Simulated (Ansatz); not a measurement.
Set up this calculation in Ansatz 0.2.0, as the native input.

| Quantity | Value |
| --- | --- |
| Task | atomic charges |
| Functional | r2SCAN |
| Dispersion | D3(BJ)-ATM |
| Potentials or basis | PseudoDojo stringent (PBEsol files) |
| Cutoff | 1197 eV |
| Density cutoff | 4789 eV |
| k mesh | 10 × 10 × 10 |
| Occupations | gaussian, width 0.1 eV |
| Spin | no spin polarisation |

Hg:

```
Hg
1.0
    -1.87674    1.87674    1.91684
     1.87674   -1.87674    1.91684
     1.87674    1.87674   -1.91684
Hg
1
Direct
  0.50000 0.50000 0.00000
```

One way to write it, as run:

input.yaml

```yaml
crystal:
  lattice:
    - [-1.8767364354, 1.8767364354, 1.916844855]
    - [1.8767364354, -1.8767364354, 1.916844855]
    - [1.8767364354, 1.8767364354, -1.916844855]
  atoms:
    - { symbol: Hg, position: [0.5, 0.5, 0.0] }
hamiltonian:
  xc: r2scan
  pseudopotentials: { kind: nc, accuracy: stringent, xc_functional: pbesol }
  dispersion: d3bjatm
kpoints:
  mp_grid: { grid: [10, 10, 10] }
scf:
  occupations: { method: gaussian, width: 0.1 }
output:
  forces: true
  stress: true
  eigenvalues: true
  bader: false
  populations: true
accuracy: medium
basis:
  xc_grid: 3
```

Potentials or basis: PseudoDojo stringent (PBEsol files).

Run with:

```sh
$ ansatz run input.yaml --threads 1 --pin off --max-ram 2560MiB --backend cpu --events-out ev --progress --plain --runs-dir out
```

Results of the run:

* Pressure: -0.7 GPa
* Band gap on the k mesh: none (metal or under the smearing width)

Caveat: the meta-GGA runs on potentials made for a GGA; the potentials were made for another functional, which shifts forces and pressure; pairwise dispersion overbinds metals, which lowers pressure and volume.

Wall time 22 s on 1 thread of Arm Neoverse V1, on a shared host, peak memory 0.45 GiB.
